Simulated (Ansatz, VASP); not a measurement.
# Two plane-wave programs on HgSe

```
Hg Se
1.0
     0.00000    3.13013    3.13013
     3.13013    0.00000    3.13013
     3.13013    3.13013    0.00000
Hg Se
1 1
Direct
  0.00000 0.00000 0.00000
  0.25000 0.25000 0.25000
```

Alike in both runs: functional PBE; k mesh 12 × 12 × 12; occupations gaussian, width 0.1 eV; no spin polarisation.

Ansatz relaxed the structure, and its values are those at the end. VASP's run is a single point on that final structure, the one shown.

|  | VASP | Ansatz |
| --- | --- | --- |
| version | VASP 6.6.1 | Ansatz 0.2.0 |
| potentials or method | VASP PAW PBE potentials, release 64 (Hg, Se) | scalar-relativistic, plane waves, PAW |
| plane-wave cutoff (eV) | 520 | 420 |
| valence electrons in the cell | 18 | 36 |

```csv
,VASP,Ansatz,Ansatz less VASP
gap on the k mesh at the Fermi level (eV),none,none,-
pressure (GPa),0.2,0.0,-0.19
```

A gap of «none» marks a metal or a gap that the smearing closes. The two sets of potentials don't hold the same shells in valence.

The runs have no spin-orbit coupling, so splittings on Hg are missing.
